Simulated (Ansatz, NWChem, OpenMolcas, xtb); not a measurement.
# Isomers of C4H8

3 of its isomers, all singlets with charge 0: A = 1-butene `C=CCC`; B = cyclobutane `C1CCC1`; C = isobutene `C=C(C)C`.

Shapes, held fixed at every level: PBE0-D4/def2-TZVP. Flexible molecules stand in one conformer, not always the lowest. Programs: Ansatz 0.2.0, NWChem 7.3.0, OpenMolcas 26.06, xtb 6.7.1. A level may come from different programs for different species; with the same settings they agree closely.

Electronic energies in kJ/mol, without zero-point or thermal terms.

```
                               level                    kind  B − A  C − A
                            GFN2-xTB          semi-empirical  -44.2  -19.7
     HF/6-31G* (spherical functions)            Hartree–Fock  +22.9  -11.8
    PBE/6-31G* (spherical functions)                     GGA   +4.6  -17.6
  B3LYP/6-31G* (spherical functions)           global hybrid  +20.1  -16.1
r2SCAN0/6-31G* (spherical functions)           global hybrid   +1.6  -17.5
wB97M-V/6-31G* (spherical functions)  range-separated hybrid   +2.2  -16.2
BCCD(T)/6-31G* (spherical functions)   coupled cluster or CI  +16.5  -14.5
CCSD(T)/6-31G* (spherical functions)   coupled cluster or CI  +16.5  -14.5
```

The highest level, CCSD(T)/6-31G* (spherical functions), puts C lowest of these. GFN2-xTB puts another isomer lowest. The B − A difference spans -44.2 to +22.9 kJ/mol over the levels. GFN2-xTB strays far from the other rows.
